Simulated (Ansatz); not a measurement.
Levels of theory for SnO2 (anatase)

All numbers come from the PAW code Ansatz. No magnetic order and no zero-point or thermal motion; the cell was built from a prototype and may be hypothetical.

SnO2 in the anatase structure, relaxed with r2SCAN. The symmetry is I4_1/amd (No. 141, tetragonal); conventional cell a = 3.999 Å, c = 10.203 Å, 13.60 Å³ an atom. Around Sn lie 6 O at 2.05–2.08 Å; around O lie 3 Sn at 2.05–2.08 Å.

Relaxed lattice by functional, symmetry kept:

| functional | k mesh | a (Å) | c (Å) | volume (Å³/atom) |
| --- | --- | --- | --- | --- |
| PBE | 8×8×8 | 4.053 | 10.363 | 14.18 |
| r2SCAN | 8×8×8 | 3.999 | 10.203 | 13.60 |
| PBEsol | 8×8×8 | 4.012 | 10.249 | 13.74 |
| LDA | 8×8×8 | 3.972 | 10.179 | 13.38 |

Gaps on the r2SCAN cell, each the least over its mesh and the special points:
```
   level    k mesh  gap (eV)      kind                      edges  least direct gap (eV)
     LDA  10×10×10      1.54  indirect  (0.188, 0.188, 0.271) → Γ                   1.95
 PBE+SOC  10×10×10      1.71  indirect                      P → Γ                   2.10
  r2SCAN  10×10×10      2.33  indirect  (0.188, 0.188, 0.271) → Γ                   2.75
   HSE06     6×6×6      3.39  indirect                      P → Γ                   3.87
DDH-PBE0     6×6×6      4.03  indirect                      P → Γ                   4.51
    PBE0     6×6×6      4.11  indirect                      P → Γ                   4.59
 r2SCAN0     6×6×6      4.54  indirect                      P → Γ                   5.04
```
Wave cutoffs: 420 eV, 500 eV (r2SCAN, r2SCAN0).
Points off the special ones are mesh points or PBE's searched band edges, reused at the other levels. PBE's own run along the path (1.71 eV) came before the search for the edges and missed one, so it isn't listed.

The HSE06 gap is indirect, 3.39 eV (P to Γ), below the direct gap of 3.87 eV at Γ.

Among these functionals the gap stays indirect.

r2SCAN (ground state on 8×8×8): The clamped-ion dielectric constant comes out as 3.73 along x and y, 3.86 along z. Born charges, averaged over directions: Sn +4.17, O -2.09 e. The program notes that the ground state's band table doesn't vouch for all the bands that the response reads. PBE (ground state on 8×8×8): The electronic dielectric tensor ε∞ is 4.09 along x and y, 4.20 along z. Born charges, averaged over directions: Sn +4.17, O -2.09 e. The program notes that the ground state's band table doesn't vouch for all the bands that the response reads.

On the PBEsol cell (a = 4.012 Å, c = 10.249 Å), with PBEsol: The zone-centre optical frequencies run from 144 to 720 cm⁻¹, none imaginary (the rest of the zone wasn't tested). The long-range field leaves the highest mode where it is. ε∞: 4.22 along x and y, 4.32 along z. With the ions relaxed, ε⁰ is 10.3 along x and y, 8.6 along z. Born charges, averaged over directions: Sn +4.17, O -2.09 e. The program notes that the ground state's band table doesn't vouch for all the bands that the response reads.

Only the levels marked +SOC include spin-orbit coupling.

Coordinates of k points refer to the reciprocal vectors of the primitive cell of the runs.
